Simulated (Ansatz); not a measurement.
# SnO2 (fluorite): equation of state and elastic constants

Aim: the bulk modulus of SnO2 (fluorite) from energies at several volumes around the relaxed one, then the elastic tensor. This structure was made by substitution into a known type, so it needn't be the compound's stable form.

Method: DFT PBEsol, scalar-relativistic, plane waves, PAW, in Ansatz 0.2.0.

## (1) The starting structure

The structure is cubic, space group Fm-3m (No. 225). Conventional cell: a = 5.085 Å, b = 5.085 Å, c = 5.085 Å, α = 90.00°, β = 90.00°, γ = 90.00°. Sn (site symmetry m-3m) has 8 O at 2.20 Å as nearest neighbours. Around O (site symmetry -43m) lie 4 Sn at 2.20 Å.

Structure file:

```cif
data_structure
_symmetry_space_group_name_H-M 'P 1'
_symmetry_Int_Tables_number 1
_cell_length_a 3.5957
_cell_length_b 3.5957
_cell_length_c 3.5957
_cell_angle_alpha 60.000
_cell_angle_beta 60.000
_cell_angle_gamma 60.000
_cell_volume 32.87
loop_
_atom_site_label
_atom_site_type_symbol
_atom_site_fract_x
_atom_site_fract_y
_atom_site_fract_z
_atom_site_occupancy
Sn1 Sn 0.00000 0.00000 0.00000 1
O1 O 0.25000 0.25000 0.25000 1
O2 O 0.75000 0.75000 0.75000 1
```

This cell comes from an earlier session at PBEsol: 10.958 Å³/atom at -0.11 GPa, on a 10×10×10 mesh.

Volume factors to run: 0.980, 1.020, 0.960, 1.040.

## (2) At 0.980 of the relaxed volume

The input, input.yaml:

```yaml
crystal:
  lattice:
    - [0.0, 2.5254873235, 2.5254873235]
    - [2.5254873235, 0.0, 2.5254873235]
    - [2.5254873235, 2.5254873235, 0.0]
  atoms:
    - { symbol: Sn, position: [0.0, 0.0, 0.0] }
    - { symbol: O, position: [0.25, 0.25, 0.25] }
    - { symbol: O, position: [0.75, 0.75, 0.75] }
basis:
  ecutwfc: 420
  ecutrho_ratio: 4
kpoints:
  mp_grid: { grid: [10, 10, 10] }
hamiltonian:
  xc: pbesol
scf:
  occupations: { method: gaussian, width: 0.05 }
output:
  forces: true
  stress: true
  eigenvalues: true
```

Started as:

```sh
$ ansatz run input.yaml --threads 4 --pin off --max-ram 4096MiB --backend cpu --events-out ev --progress --plain --runs-dir out
```

Further steps of the session: Scaling the volume by 1.020; Scaling the volume by 0.960; Volume × 1.040; The elastic tensor from strained cells.

What does the calculation give? Wanted: V0; B0; scatter of the fit; C11, C12, C44; K, G, E; Poisson's ratio.

The runs gave:

| quantity | value |
| --- | --- |
| V0 | 10.956 Å³/atom |
| B0 | 206 GPa |
| scatter of the fit | 0.016 meV/atom |
| C11, C12, C44 | 502, 54, 16 GPa |
| K, G, E (Hill) | 203, 62, 169 GPa |
| Poisson's ratio | 0.36 |

In words: The fitted minimum lies at 10.96 Å³/atom, and the bulk modulus is 206 GPa, a stiff solid. One per cent of compression takes about 2.1 GPa. All eigenvalues of the tensor are positive, so the cell is mechanically stable. K/G = 3.27 lies over Pugh's 1.75, an empirical mark of ductile behaviour drawn from metals, and the universal anisotropy index of 14.70 is large. The tensor's bulk modulus (Hill average) differs from the fitted one by -2 %. These are values at 0 K without zero-point motion.
